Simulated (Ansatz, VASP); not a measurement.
## Mn: VASP beside Ansatz

The input INCAR:

```
  ALGO = Normal
  EDIFF = 1E-7
  EDIFFG = -0.01
  ENCUT = 600
  GGA = PS
  IBRION = 2
  ISIF = 3
  ISMEAR = -1
  LASPH = T
  LCHARG = F
  LREAL = F
  LWAVE = F
  NELM = 80
  NSW = 80
  PREC = Accurate
  SIGMA = 0.1
```

The input KPOINTS:

```
k-points
0
Gamma
  11 11 11
```

The input POSCAR:

```
Mn
1.0
    0.0000000000      2.5125686141      2.5125686141
    2.5125686141      0.0000000000      2.5125686141
    2.5125686141      2.5125686141      0.0000000000
Mn
2
Direct
    0.1250000000      0.1250000000      0.1250000000
    0.8750000000      0.8750000000      0.8750000000
```

Input for Ansatz:

```yaml
crystal:
  lattice:
    - [0.0, 2.5125686141, 2.5125686141]
    - [2.5125686141, 0.0, 2.5125686141]
    - [2.5125686141, 2.5125686141, 0.0]
  atoms:
    - { symbol: Mn, position: [0.125, 0.125, 0.125] }
    - { symbol: Mn, position: [0.875, 0.875, 0.875] }
hamiltonian:
  xc: pbesol
  pseudopotentials:
    kind: paw
    azcp:
      Mn: "pseudopotentials/Mn.paw.azcp"
basis:
  ecutwfc: 420
  fft_grid_basis: typed
kpoints:
  mp_grid: { grid: [11, 11, 11], shift: [0, 0, 0] }
magnetization:
  spin_polarized: false
scf:
  occupations: { method: fermi_dirac, width: 0.1 }
relax:
  max_steps: 60
  f_tol: 0.01
  cell: {}
```

The cell was built by a generator and needn't be a form met in nature.

Alike in both runs: task relaxation of cell and atoms; functional PBEsol; k mesh 11 × 11 × 11; occupations fermi-dirac, width 0.1 eV; no spin polarisation.

|  | VASP | Ansatz |
| --- | --- | --- |
| version | VASP 6.6.1 | Ansatz 0.2.0 |
| potentials or method | VASP PAW PBE potentials, release 64 (Mn_pv) | plane waves (420 eV) with PAW, scalar-relativistic |
| plane-wave cutoff (eV) | 600 | 420 |
| valence electrons in the cell | 26 | 30 |

```csv
,VASP,Ansatz,Ansatz less VASP
relaxed volume (Å³/atom),14.59,14.56,-0.036
relaxed cell length with the largest relative difference (Å),3.456,3.453,-0.0029
energy change over the relaxation (meV/atom),-48,-51,-3.0
```

The two sets of potentials don't hold the same shells in valence. Ansatz warned: «pseudo_functional_mismatch».

Caveats: the PAW data sets were made with another functional, which shifts forces and pressure a little (VASP); the run has no spin polarisation, though such a crystal can be magnetic. Spin polarisation is off, so any magnetic state and its effect on volume and gap are missing.
